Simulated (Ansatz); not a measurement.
A run of Ansatz 0.2.0 is set up as follows.

The input input.yaml:

```yaml
crystal:
  lattice:
    - [0.0, 2.57195, 2.57195]
    - [2.57195, 0.0, 2.57195]
    - [2.57195, 2.57195, 0.0]
  atoms:
    - { symbol: Eu, position: [0.0, 0.0, 0.0], spin: 7.0 }
    - { symbol: O, position: [0.5, 0.5, 0.5] }
hamiltonian:
  xc: pbe
  pseudopotentials: { kind: paw }
magnetization:
  spin_polarized: true
kpoints:
  mp_grid: { grid: [9, 9, 9] }
scf:
  occupations: { method: gaussian, width: 0.026 }
output:
  forces: true
  stress: true
  eigenvalues: true
```

Potentials or basis: Ansatz PAW.

Run with:

```sh
$ ansatz run input.yaml --threads 2 --pin off --max-ram 5632MiB --backend cpu --events-out ev --progress --plain --runs-dir out
```

Estimate the net moment.

6.98 μB per cell.

Predict the absolute moment.

7.18 μB per cell.

Predict the site moments.

Eu +6.62; O -0.08 μB.

Estimate the band gap on the k mesh.

none (metal or under the smearing width).

Caveat: spin-orbit coupling is left out, which moves the levels of the heavy elements; a cell with one magnetic atom can't hold antiferromagnetic order, which such compounds often take; without U or exact exchange the open f shell lies at the Fermi level, which spoils levels, moments and volumes. The state reached can hang on the start; a lower one may exist.

The gap isn't set beside the measured one, since this odd mesh misses points on the zone boundary.
